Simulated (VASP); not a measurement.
**SrO in VASP: the effect of functional**

SrO:

```
CELL_PARAMETERS angstrom
0.00000 2.56630 2.56630
2.56630 0.00000 2.56630
2.56630 2.56630 0.00000
ATOMIC_POSITIONS crystal
Sr 0.50000 0.50000 0.50000
O 0.00000 0.00000 0.00000
```

Alike in all runs:

| Quantity | Value |
| --- | --- |
| Program | VASP 6.6.1 |
| Task | band structure |
| Cutoff | 520 eV |
| k mesh | 9 × 9 × 9 |
| Occupations | fermi-dirac, width 0.05 eV |
| Spin | no spin polarisation |

```csv
functional,potentials or basis,gap on the mesh (eV),pressure (GPa)
LDA,"VASP PAW LDA potentials, release 64 (Sr_sv, O)",3.15,-3.1
PBEsol,"VASP PAW PBE potentials, release 64 (Sr_sv, O)",3.21,0.1
RPBE,"VASP PAW PBE potentials, release 64 (Sr_sv, O)",3.44,7.0
revPBE,"VASP PAW PBE potentials, release 64 (Sr_sv, O)",3.41,6.2
BLYP,"VASP PAW PBE potentials, release 64 (Sr_sv, O)",3.45,6.9
AM05,"VASP PAW PBE potentials, release 64 (Sr_sv, O)",?,?
PW91,"VASP PAW PBE potentials, release 64 (Sr_sv, O)",3.32,3.5
r2SCAN,"VASP PAW PBE potentials, release 64 (Sr_sv, O)",3.80,2.1
SCAN,"VASP PAW PBE potentials, release 64 (Sr_sv, O)",3.78,1.6
TPSS,"VASP PAW PBE potentials, release 64 (Sr_sv, O)",3.40,2.7
```

Task: What does the run with functional AM05 give?

Result: gap on the mesh 3.28 eV; pressure 1.0 GPa.

Caveats: the PAW data sets were made with another functional, which shifts forces and pressure a little (some runs).

A k mesh can miss the band edges.

Runs at the PBE level aren't shown here.
